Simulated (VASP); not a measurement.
A run of VASP 6.6.1 is set up as follows.

Contents of INCAR:

```
PREC = Accurate ; ENCUT = 520
EDIFF = 1E-6 ; ISMEAR = -1
SIGMA = 0.1 ; LREAL = F
LASPH = T ; NELM = 150
ALGO = Normal ; ISIF = 2
LWAVE = F ; LCHARG = F
ISPIN = 2 ; MAGMOM = 4.5 -4.5 0 0
LORBIT = 11 ; LMAXMIX = 4
GGA = CA ; NBANDS = 31
```

File KPOINTS:

```
regular mesh
0
Gamma
  7 7 4
```

File POSCAR:

```
MnS
1.0
    3.9760013000      0.0000000000      0.0000000000
   -1.9880006500      3.4433181300      0.0000000000
    0.0000000000      0.0000000000      6.4320000000
Mn S
2 2
Direct
    0.3333333300      0.6666666700      0.0000000000
    0.6666666700      0.3333333300      0.5000000000
    0.3333333300      0.6666666700      0.3850000000
    0.6666666700      0.3333333300      0.8850000000
```

Potentials or basis: VASP PAW LDA potentials, release 64 (Mn_pv, S).

The run is started by

```bash
$ cat potpaw_LDA.64/Mn_pv/POTCAR potpaw_LDA.64/S/POTCAR > POTCAR
$ mpirun -np 1 vasp_std > vasp.out
```

Problem. Estimate the site moments.

Solution. Mn +4.08, -4.08; S -0.04, +0.04 μB.

Problem. Predict the band gap on the k mesh.

Solution. 0.36 eV, indirect (least direct gap 1.00 eV).

Problem. Estimate the net moment.

Solution. 0.00 μB per cell.

Forces on the atoms (eV/Å):
```
Mn   0.000  0.000  0.560
Mn   0.000  0.000  0.560
S    0.000  0.000 -0.560
S    0.000  0.000 -0.560
```

Caveat: an odd mesh through Γ misses points on the zone boundary, where band edges often lie.
